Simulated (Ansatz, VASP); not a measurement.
**One calculation of AlN, two programs**

```
CELL_PARAMETERS angstrom
0.00000 -1.98443 -1.98443
0.00000 1.98443 -1.98443
3.96887 0.00000 0.00000
ATOMIC_POSITIONS crystal
Al 0.52319 0.47681 0.00000
Al 0.97681 0.02319 0.50000
N 0.49159 0.50841 0.50000
N 0.00841 0.99159 0.00000
```

Change from the starting cell: mode 4 frozen in at -0.094 Å, equal normal strain along x, y and z -0.0250.

Alike in both runs: task single point; functional PBE; k mesh 8 × 8 × 6; occupations gaussian, width 0.05 eV; no spin polarisation.

|  | VASP | Ansatz |
| --- | --- | --- |
| version | VASP 6.6.1 | Ansatz 0.2.0 |
| potentials or method | VASP PAW PBE potentials, release 64 (Al, N) | scalar-relativistic, plane waves, PAW |
| plane-wave cutoff (eV) | 520 | 520 |
| valence electrons in the cell | 16 | 16 |

|  | VASP | Ansatz | Ansatz less VASP |
| --- | --- | --- | --- |
| gap on the k mesh at the Fermi level (eV) | 5.10 | 5.13 | +0.025 |
| least direct gap on the mesh (eV) | 5.15 | 5.18 | +0.025 |
| pressure (GPa) | 22.8 | 23.2 | +0.34 |
| largest component of the traceless stress (GPa) | 1.64 | 1.63 | -0.007 |
| rms of the force components (eV/Å) | 0.492 | 0.492 | -0.0002 |

Atom by atom the forces differ by 0.001 eV/Å (rms over components).

Caveats: so large a pressure means that the cell lies far from this level's equilibrium, or that cutoff or potentials fall short (VASP); forces of over 1 eV/Å show positions far from the minimum, so gaps and moduli don't describe the material at rest. A k mesh can miss the band edges.
